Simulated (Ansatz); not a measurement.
**LDA, PBE, PBEsol and r²SCAN on BaO**

```
Ba O
1.0
     0.00000    2.75000    2.75000
     2.75000    0.00000    2.75000
     2.75000    2.75000    0.00000
Ba O
1 1
Direct
  0.00000 0.00000 0.00000
  0.50000 0.50000 0.50000
```

Atoms are numbered in the order listed.

The conventional cell has a = 5.500 Å, b = 5.500 Å, c = 5.500 Å, α = 90.00°, β = 90.00°, γ = 90.00°. Ba (atom 1) has 6 O at 2.75 Å as nearest neighbours. O (atom 2) has 6 Ba at 2.75 Å as nearest neighbours.

The cell is COD entry 5910030, as deposited and not checked against the literature; nothing was relaxed. It differs from other determinations.

No spin–orbit coupling, which matters for the heavy atoms here.

One fixed cell is solved with several functionals by PAW (frozen-core files) in Ansatz 0.2.0, scalar-relativistically. A positive pressure means that the functional wants a larger cell.

The PAW files were made with PBE; their cores are remade for each functional.

Settings: a Γ-centred 9×9×9 k mesh, Fermi–Dirac smearing of 0.02 eV, cutoff 420 eV, no spin polarisation.

Cutoffs: PBE 420 eV, LDA 420 eV, PBEsol 420 eV, r²SCAN 500 eV.

**Question.** One of the runs gave P (GPa) = -0.43, gap over the k mesh and a high-symmetry path (eV) = 1.86, lowest level at Γ above −25 eV, from the valence-band top or, without a gap, the Fermi level (eV) = -15.00. Which setting was it?
A. LDA
B. r²SCAN
C. PBE
D. PBEsol

**Answer.** D. The full set:
```
setting  P (GPa)  gap over the k mesh and a high-symmetry path (eV)  lowest level at Γ above −25 eV, from the valence-band top or, without a gap, the Fermi level (eV)
    PBE     3.02                                               1.97                                                                                             -15.08
    LDA    -2.87                                               1.83                                                                                             -14.77
 PBEsol    -0.43                                               1.86                                                                                             -15.00
 r²SCAN     1.91                                               2.29                                                                                             -16.05
```
